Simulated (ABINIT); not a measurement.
Set up this calculation in ABINIT 10.8.3 (patched build), as the native input.

```yaml
Task: single point
Functional: revPBE
Potentials_or_basis: JTH PAW PBE v2.0
Cutoff: 762 eV
k_mesh: 9 × 9 × 5
Occupations: fermi-dirac, width 0.05 eV
Spin: no spin polarisation
Fine-grid_cutoff: 1360.57 eV
```

Crystal: ZnO (zincite).

```xyz
4
Lattice="3.2493 0.0000 0.0000 -1.6247 2.8140 0.0000 0.0000 0.0000 5.2057" Properties=species:S:1:pos:R:3 pbc="T T T"
Zn    1.6247    0.9380    0.0000
Zn    0.0000    1.8760    2.6029
O     0.0000    1.8760    4.5759
O     1.6247    0.9380    1.9730
```

These files were run (other wordings do the same):

run.abi

```
pp_dirpath "./"
pseudos "Zn.GGA_PBE-JTH.xml, O.GGA_PBE-JTH.xml"

acell 3.249308 3.249308 5.205709 Angstrom
rprim
     1.0000000000     0.0000000000     0.0000000000
    -0.5000000000     0.8660254038     0.0000000000
     0.0000000000     0.0000000000     1.0000000000
ntypat 2
znucl 30 8
natom 4
typat 1 1 2 2
xred
     0.6666666667     0.3333333333     0.0000000000
     0.3333333333     0.6666666667     0.5000000000
     0.3333333333     0.6666666667     0.8790100000
     0.6666666667     0.3333333333     0.3790100000

ecut 28.0
pawecutdg 50.0
pawxcdev 0

kptopt 1
ngkpt 9 9 5
nshiftk 1
shiftk 0.0 0.0 0.0

ixc 14

nband 22
occopt 3
tsmear 0.00183747

nstep 100
tolvrs 1.0e-9

iomode 3
prtwf 0
prteig 0
prtebands 0
enunit 1
prtden 1
prtvha 1
prtvclmb 1
prtpot 1
```

Potentials or basis: JTH PAW PBE v2.0.

Launch:

```sh
$ abinit run.abi > log 2>&1
```

Results of the run:

```
Pressure                                              : 7.5 GPa
Largest force                                         : 0.076 eV/Å
Band gap on the k mesh                                : 0.87 eV, direct
Valence electrons inside the program's atomic spheres : Zn 10.88; O 4.54
```

Caveat: the PAW data sets were made with another functional, which shifts forces and pressure a little.

Run time: 2.2 min on 1 thread of Arm Neoverse V2 (shared host), peak memory 0.17 GiB.
